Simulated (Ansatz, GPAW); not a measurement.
# Screening of a field by 2H-MoTe2 bilayer, 2H (AA'), part 2 of 3

How does 2H-MoTe2 bilayer, 2H (AA') screen a perpendicular field?

GPAW 26.7.0 and Ansatz 0.2.0; Ansatz plane waves; layer without images along its normal, relaxation of atoms and in-plane cell, with D3(BJ) dispersion (the session's first sound run).

So far. Step 2 (Relaxing the atoms): The relaxation lowered the energy of the cell by 0.228 eV.

## Step 3: Plane waves, PBE

With the geometry fixed, the planar mean of the potential gives the vacuum level on each side.

This step: GPAW, PAW setups; slab in vacuum (GPAW 26.7.0).

The cell differs from the one that the last finished run ended in (c 45.496 → 26.482 Å).

File run.py:

```python
import json
import numpy as np
from ase import Atoms
from gpaw import GPAW, PW

slab = Atoms(
    ['Te', 'Mo', 'Te', 'Te', 'Mo', 'Te'],
    positions=[
        [-0.00000, 2.02111, 8.00000],
        [-0.00000, -0.00000, 9.81600],
        [-0.00000, 2.02111, 11.63415],
        [-0.00000, -0.00000, 14.84770],
        [-0.00000, 2.02111, 16.66585],
        [-0.00000, -0.00000, 18.48185]],
    cell=[[3.50067, -0.0, -0.0], [-1.75033, 3.03167, -0.0], [-0.0, -0.0, 26.4818]],
    pbc=[True, True, False])

slab.calc = GPAW(mode=PW(400), xc='PBE', kpts={'size': (9, 9, 1), 'gamma': True},
                 occupations={'name': 'fermi-dirac', 'width': 0.05}, nbands='140%',
                 convergence={'density': 1e-05}, maxiter=200,
                 poissonsolver={'dipolelayer': 'xy'},
                 symmetry={'tolerance': 1e-3}, txt='slab.txt')
result = {}
energy = slab.get_potential_energy()
fermi = slab.calc.get_fermi_level()
v = slab.calc.get_electrostatic_potential().mean((0, 1)) - fermi
n = slab.calc.get_pseudo_density().mean((0, 1))
L = slab.cell[2, 2]
z = np.arange(len(v)) * L / len(v)
low, high = slab.positions[:, 2].min(), slab.positions[:, 2].max()
below, above = np.interp([low - 5.8, high + 5.8], z, v)
slopes = [np.interp(x, z, np.gradient(v, z)) for x in (low - 5.8, high + 5.8)]
eps = np.array([[slab.calc.get_eigenvalues(k, s) for k in range(len(slab.calc.get_ibz_k_points()))]
                for s in range(slab.calc.get_number_of_spins())]) - fermi
top, bottom = eps[eps < 0].max(), eps[eps > 0].min()
dipole = slab.get_dipole_moment()[2]
print(f'energy {energy:.4f} eV, Fermi level {fermi:.4f} eV, dipole {dipole:.5f} e A')
print(f'potential 5.8 A off the faces, from the Fermi level: lower {below:.4f} eV, upper {above:.4f} eV')
print(f'slope of the potential there: lower {slopes[0]:.5f}, upper {slopes[1]:.5f} eV/A')
print(f'nearest levels on the mesh: {top:.4f} and {bottom:.4f} eV')
print('magnetic moment', round(slab.get_magnetic_moment(), 3))
result.update(energy=energy, fermi=fermi, dipole=dipole, below=below, above=above, slopes=slopes, edges=[top, bottom],
              z=z.tolist(), v=v.tolist(), n=n.tolist(), positions=slab.positions.tolist(),
              forces=slab.get_forces(apply_constraint=False).tolist(), moments=slab.get_magnetic_moments().tolist())
json.dump(result, open('result.json', 'w'))
```

The run is started by

```
OMP_NUM_THREADS=1 OPENBLAS_NUM_THREADS=1 python run.py
```

Output:

```text
energy -36.8817 eV, Fermi level 2.5717 eV, dipole -0.00148 e A
potential 5.8 A off the faces, from the Fermi level: lower 4.2715 eV, upper 4.2717 eV
slope of the potential there: lower 0.00010, upper -0.00010 eV/A
nearest levels on the mesh: -0.4094 and 0.4881 eV
magnetic moment 0.0
```

Wall time 51 s (1 thread of Intel Xeon Platinum 8375C at 2.90GHz (Ice Lake), shared host); peak memory 0.24 GiB.

Numbers from this step:

- dipole along the normal: -0.001482 e·Å
- levels nearest the Fermi level on the mesh: -0.4094, 0.4881 eV from the Fermi level
- upper work function: 4.272 eV
- lower work function: 4.271 eV
- upper ionisation energy: 4.681 eV

The electrostatic potential energy of an electron (without an applied field's), less the Fermi level, planar mean by z:

```csv
z (Å),"electrostatic potential energy of an electron (without an applied field's), less the Fermi level, planar mean (eV)"
0.0,4.27
0.5,4.27
1.0,4.27
1.5,4.27
2.0,4.27
2.5,4.27
3.0,4.27
3.5,4.27
4.0,4.27
4.5,4.27
5.0,4.26
5.5,4.21
6.0,4.01
6.5,3.23
7.0,0.198
7.5,-9.91
8.0,-21.5
8.5,-10.8
9.0,-4.85
9.5,-13.5
10.0,-16.3
10.5,-5.98
11.0,-7.70
11.5,-20.4
12.0,-14.2
12.5,-1.59
13.0,2.47
13.5,2.41
14.0,-1.90
14.5,-14.7
15.0,-20.1
15.5,-7.38
16.0,-6.19
16.5,-16.7
17.0,-13.1
17.5,-4.83
18.0,-11.3
18.5,-21.5
19.0,-9.38
19.5,0.393
20.0,3.29
20.5,4.03
21.0,4.21
21.5,4.26
22.0,4.27
22.5,4.27
23.0,4.27
23.5,4.27
24.0,4.27
24.5,4.27
25.0,4.27
25.5,4.27
26.0,4.27
```

The pseudo valence density, planar mean oscillates, so the rows of the table below give means over windows of 2.33 Å about each position, cut where the curve ends. Its maxima inside the range that stand out by 2 % of the span (Å: e/Å³): 7.4: 0.298, 9.7: 1.31, 12.1: 0.298, 14.4: 0.298, 16.7: 1.31, 19.1: 0.298. Its minima: 8.1: 0.116, 11.7: 0.107, 13.3: 0.0702, 14.8: 0.107, 18.4: 0.116.

Pseudo valence density, planar mean against z; means over each step:

| z (Å) | pseudo valence density, planar mean (e/Å³) |
| --- | --- |
| 3.50 | 4.3e-5 |
| 5.83 | 0.0258 |
| 8.16 | 0.290 |
| 10.48 | 0.615 |
| 12.82 | 0.158 |
| 15.14 | 0.321 |
| 17.48 | 0.581 |
| 19.80 | 0.113 |
| 22.13 | 4.5e-4 |
| 24.46 | 0 |

Force by atom:

```
atom  x (eV/Å)  y (eV/Å)  z (eV/Å)    size
 Te1    0.0000    0.0000   -0.0900  0.0900
 Mo2    0.0000    0.0000   -0.0603  0.0603
 Te3    0.0000    0.0000   -0.0707  0.0707
 Te4    0.0000    0.0000    0.0712  0.0712
 Mo5    0.0000    0.0000    0.0602  0.0602
 Te6    0.0000    0.0000    0.0899  0.0899
```

The layer is gapped, so the Fermi level lies somewhere inside the gap, set by smearing and numerics, and these work functions are no property of the material; the band edges below the vacuum level are. The potential is flat to 1.0e-4 eV/Å where it is read, so the vacuum is wide enough. The geometry is the other program's minimum (found with a dispersion term); here the largest force on a free atom is 0.090 eV/Å.

## Step 4: In a field

A uniform field along the normal polarises the slab; the atoms stay fixed, so this is the electronic response alone.

Changes to run.py since step 3:

```diff
@@ -4,2 +4,3 @@
 from gpaw import GPAW, PW
+from gpaw.external import ConstantElectricField
 
@@ -21,2 +22,3 @@
                  poissonsolver={'dipolelayer': 'xy'},
+                 external=ConstantElectricField(-0.2, [0, 0, 1]),
                  symmetry={'tolerance': 1e-3}, txt='slab.txt')
```

Output:

```text
energy -36.8965 eV, Fermi level 2.5684 eV, dipole -0.14830 e A
potential 5.8 A off the faces, from the Fermi level: lower 3.0125 eV, upper 5.5412 eV
slope of the potential there: lower 0.00014, upper -0.00005 eV/A
nearest levels on the mesh: -0.4061 and 0.4844 eV
magnetic moment 0.0
```

Run time: 4.2 min. Hardware: 1 thread; peak memory 0.39 GiB.

Numbers from this step:

```yaml
dipole_along_the_normal: -0.1483 e·Å
levels_nearest_the_fermi_level_on_the_mesh: -0.4061, 0.4844 eV from the Fermi level
potential_below_the_slab_the_applied_field_s_own_ramp_left_out: 3.012 eV from the Fermi level
potential_above_the_slab_the_applied_field_s_own_ramp_left_out: 5.541 eV from the Fermi level
```

Electrostatic potential energy of an electron (without an applied field's), less the Fermi level, planar mean against z:

z (Å), electrostatic potential energy of an electron (without an applied field's), less the Fermi level, planar mean (eV) and a bar from the least value:
```
      0.0        4.3 #############################
      0.5        3.0 ###########################
      1.0        3.0 ###########################
      1.5        3.0 ###########################
      2.0        3.0 ###########################
      2.5        3.0 ###########################
      3.0        3.0 ###########################
      3.5        3.0 ###########################
      4.0        3.0 ###########################
      4.5        3.0 ###########################
      5.0        3.0 ###########################
      5.5        3.0 ###########################
      6.0        2.8 ###########################
      6.5        2.0 ##########################
      7.0       -1.0 #######################
      7.5      -11.0 ############
      8.0      -22.5 
      8.5      -11.7 ############
      9.0       -5.6 ##################
      9.5      -14.2 #########
     10.0      -16.9 ######
     10.5       -6.5 #################
     11.0       -8.1 ###############
     11.5      -20.7 ##
     12.0      -14.4 #########
     12.5       -1.7 ######################
     13.0        2.4 ###########################
     13.5        2.5 ###########################
     14.0       -1.8 ######################
     14.5      -14.5 #########
     15.0      -19.8 ###
     15.5       -7.0 #################
     16.0       -5.7 ##################
     16.5      -16.1 #######
     17.0      -12.4 ###########
     17.5       -4.0 ####################
     18.0      -10.4 #############
     18.5      -20.5 ##
     19.0       -8.3 ###############
     19.5        1.6 ##########################
     20.0        4.5 #############################
     20.5        5.3 ##############################
     21.0        5.5 ##############################
     21.5        5.5 ##############################
     22.0        5.5 ##############################
     22.5        5.5 ##############################
     23.0        5.5 ##############################
     23.5        5.5 ##############################
     24.0        5.5 ##############################
     24.5        5.5 ##############################
     25.0        5.5 ##############################
     25.5        5.5 ##############################
     26.0        5.5 ##############################
```

Force by atom:

```
atom  x (eV/Å)  y (eV/Å)  z (eV/Å)   size
 Te1     0.000     0.000    -0.106  0.106
 Mo2     0.000     0.000    -0.030  0.030
 Te3     0.000     0.000    -0.085  0.085
 Te4     0.000     0.000     0.055  0.055
 Mo5     0.000     0.000     0.090  0.090
 Te6     0.000     0.000     0.076  0.076
```

The dipole is now -0.148 e Å, against -0.0015 in the run without a field.

## Step 5: In a field

Changes to run.py since step 4:

```diff
@@ -22,3 +22,3 @@
                  poissonsolver={'dipolelayer': 'xy'},
-                 external=ConstantElectricField(-0.2, [0, 0, 1]),
+                 external=ConstantElectricField(-0.1, [0, 0, 1]),
                  symmetry={'tolerance': 1e-3}, txt='slab.txt')
```

Output:

```text
energy -36.8854 eV, Fermi level 2.5709 eV, dipole -0.07413 e A
potential 5.8 A off the faces, from the Fermi level: lower 3.6407 eV, upper 4.9048 eV
slope of the potential there: lower 0.00013, upper -0.00010 eV/A
nearest levels on the mesh: -0.4085 and 0.4871 eV
magnetic moment 0.0
```

Run time: 3.6 min. Hardware: 1 thread; peak memory 0.38 GiB.

This step gave:

- dipole along the normal: -0.07413 e·Å
- levels nearest the Fermi level on the mesh: -0.4085, 0.4871 eV from the Fermi level
- potential below the slab, the applied field's own ramp left out: 3.641 eV from the Fermi level
- potential above the slab, the applied field's own ramp left out: 4.905 eV from the Fermi level

The electrostatic potential energy of an electron (without an applied field's), less the Fermi level, planar mean oscillates, so the rows of the table below give means over windows of 1 Å about each position, cut where the curve ends. Its maxima inside the range that stand out by 2 % of the span (Å: eV): 8.9: -5.15, 10.7: -4.93, 13.2: 2.86, 15.8: -4.48, 17.6: -4.35. Its minima: 8.1: -22.1, 9.9: -18.4, 11.7: -21.8, 14.8: -21.6, 16.6: -17.8, 18.4: -21.1.

The electrostatic potential energy of an electron (without an applied field's), less the Fermi level, planar mean by z; means over each step:

| z (Å) | electrostatic potential energy of an electron (without an applied field's), less the Fermi level, planar mean (eV) |
| --- | --- |
| 0 | 3.88 |
| 1 | 3.64 |
| 2 | 3.64 |
| 3 | 3.64 |
| 4 | 3.64 |
| 5 | 3.62 |
| 6 | 3.30 |
| 7 | -1.59 |
| 8 | -17.6 |
| 9 | -7.88 |
| 10 | -14.1 |
| 11 | -10.0 |
| 12 | -13.4 |
| 13 | 1.79 |
| 14 | -3.35 |
| 15 | -16.5 |
| 16 | -8.15 |
| 17 | -12.0 |
| 18 | -11.8 |
| 19 | -9.58 |
| 20 | 3.55 |
| 21 | 4.82 |
| 22 | 4.90 |
| 23 | 4.90 |
| 24 | 4.90 |
| 25 | 4.90 |
| 26 | 4.83 |

Force by atom:

```
atom  x (eV/Å)  y (eV/Å)  z (eV/Å)    size
 Te1    0.0000    0.0000   -0.0982  0.0982
 Mo2   -0.0001    0.0000   -0.0453  0.0453
 Te3    0.0000    0.0000   -0.0784  0.0784
 Te4    0.0000    0.0000    0.0633  0.0633
 Mo5    0.0001    0.0000    0.0753  0.0753
 Te6    0.0000    0.0000    0.0833  0.0833
```

The dipole is now -0.0741 e Å, against -0.0015 in the run without a field.

## Step 6: Field on

Changes to run.py since step 5:

```diff
@@ -22,3 +22,3 @@
                  poissonsolver={'dipolelayer': 'xy'},
-                 external=ConstantElectricField(-0.1, [0, 0, 1]),
+                 external=ConstantElectricField(-0.05, [0, 0, 1]),
                  symmetry={'tolerance': 1e-3}, txt='slab.txt')
```

Output:

```text
energy -36.8826 eV, Fermi level 2.5715 eV, dipole -0.03707 e A
potential 5.8 A off the faces, from the Fermi level: lower 3.9559 eV, upper 4.5879 eV
slope of the potential there: lower 0.00011, upper -0.00009 eV/A
nearest levels on the mesh: -0.4092 and 0.4878 eV
magnetic moment 0.0
```

Elapsed: 3.9 min, on 1 thread; peak memory 0.39 GiB.

The electrostatic potential energy of an electron (without an applied field's), less the Fermi level, planar mean by z:

| z (Å) | electrostatic potential energy of an electron (without an applied field's), less the Fermi level, planar mean (eV) |
| --- | --- |
| 0.0 | 4.27 |
| 0.5 | 3.96 |
| 1.0 | 3.96 |
| 1.5 | 3.96 |
| 2.0 | 3.96 |
| 2.5 | 3.96 |
| 3.0 | 3.96 |
| 3.5 | 3.96 |
| 4.0 | 3.96 |
| 4.5 | 3.95 |
| 5.0 | 3.94 |
| 5.5 | 3.89 |
| 6.0 | 3.70 |
| 6.5 | 2.93 |
| 7.0 | -0.0909 |
| 7.5 | -10.2 |
| 8.0 | -21.8 |
| 8.5 | -11.0 |
| 9.0 | -5.05 |
| 9.5 | -13.7 |
| 10.0 | -16.5 |
| 10.5 | -6.10 |
| 11.0 | -7.80 |
| 11.5 | -20.5 |
| 12.0 | -14.2 |
| 12.5 | -1.62 |
| 13.0 | 2.47 |
| 13.5 | 2.42 |
| 14.0 | -1.87 |
| 14.5 | -14.7 |
| 15.0 | -20.0 |
| 15.5 | -7.28 |
| 16.0 | -6.06 |
| 16.5 | -16.5 |
| 17.0 | -12.9 |
| 17.5 | -4.64 |
| 18.0 | -11.0 |
| 18.5 | -21.3 |
| 19.0 | -9.11 |
| 19.5 | 0.683 |
| 20.0 | 3.59 |
| 20.5 | 4.34 |
| 21.0 | 4.52 |
| 21.5 | 4.57 |
| 22.0 | 4.58 |
| 22.5 | 4.59 |
| 23.0 | 4.59 |
| 23.5 | 4.59 |
| 24.0 | 4.59 |
| 24.5 | 4.59 |
| 25.0 | 4.59 |
| 25.5 | 4.59 |
| 26.0 | 4.59 |

## Step 7: In a field

Changes to run.py since step 6:

```diff
@@ -22,3 +22,3 @@
                  poissonsolver={'dipolelayer': 'xy'},
-                 external=ConstantElectricField(-0.05, [0, 0, 1]),
+                 external=ConstantElectricField(0.05, [0, 0, 1]),
                  symmetry={'tolerance': 1e-3}, txt='slab.txt')
```

Output:

```text
energy -36.8826 eV, Fermi level 2.5715 eV, dipole 0.03707 e A
potential 5.8 A off the faces, from the Fermi level: lower 4.5880 eV, upper 3.9559 eV
slope of the potential there: lower 0.00009, upper -0.00011 eV/A
nearest levels on the mesh: -0.4092 and 0.4878 eV
magnetic moment 0.0
```

Elapsed: 3.9 min, on 1 thread; peak memory 0.4 GiB.

## Step 8: Field on

Changes to run.py since step 7:

```diff
@@ -22,3 +22,3 @@
                  poissonsolver={'dipolelayer': 'xy'},
-                 external=ConstantElectricField(0.05, [0, 0, 1]),
+                 external=ConstantElectricField(0.1, [0, 0, 1]),
                  symmetry={'tolerance': 1e-3}, txt='slab.txt')
```

Output:

```text
energy -36.8854 eV, Fermi level 2.5709 eV, dipole 0.07414 e A
potential 5.8 A off the faces, from the Fermi level: lower 4.9049 eV, upper 3.6407 eV
slope of the potential there: lower 0.00009, upper -0.00013 eV/A
nearest levels on the mesh: -0.4085 and 0.4871 eV
magnetic moment 0.0
```

Wall time 3.5 min (1 thread); peak memory 0.39 GiB.

The electrostatic potential energy of an electron (without an applied field's), less the Fermi level, planar mean oscillates, so the rows of the table below give means over windows of 1 Å about each position, cut where the curve ends. Its maxima inside the range that stand out by 2 % of the span (Å: eV): 3.1: 4.90, 8.9: -4.35, 10.7: -4.48, 13.2: 2.86, 15.8: -4.93, 17.6: -5.15. Its minima: 8.1: -21.1, 9.9: -17.8, 11.7: -21.6, 14.8: -21.8, 16.6: -18.4, 18.4: -22.1.

Electrostatic potential energy of an electron (without an applied field's), less the Fermi level, planar mean against z; means over each step:

z (Å), electrostatic potential energy of an electron (without an applied field's), less the Fermi level, planar mean (eV) and a bar from the least value:
```
        0        4.7 ##############################
        1        4.9 ##############################
        2        4.9 ##############################
        3        4.9 ##############################
        4        4.9 ##############################
        5        4.9 ##############################
        6        4.5 #############################
        7       -0.4 #######################
        8      -16.6 
        9       -7.1 #############
       10      -13.5 #####
       11       -9.6 ##########
       12      -13.2 #####
       13        1.8 ##########################
       14       -3.5 ##################
       15      -16.8 
       16       -8.7 ###########
       17      -12.7 ######
       18      -12.7 ######
       19      -10.7 ########
       20        2.3 ##########################
       21        3.6 ############################
       22        3.6 ############################
       23        3.6 ############################
       24        3.6 ############################
       25        3.6 ############################
       26        3.7 ############################
```

The dipole is now 0.0741 e Å, against -0.0015 in the run without a field.

(Continued in part 3 of 3.)

[Logs are printed without paths, hosts, clocks, repeated set-up lines and the standing remarks that a program may print on its own settings, such as how far it seeks lower states.]

[Hosts, paths, dates, database ids (printed as entryN), source tags and the programs' standing remarks are cut or masked in the printed files.]
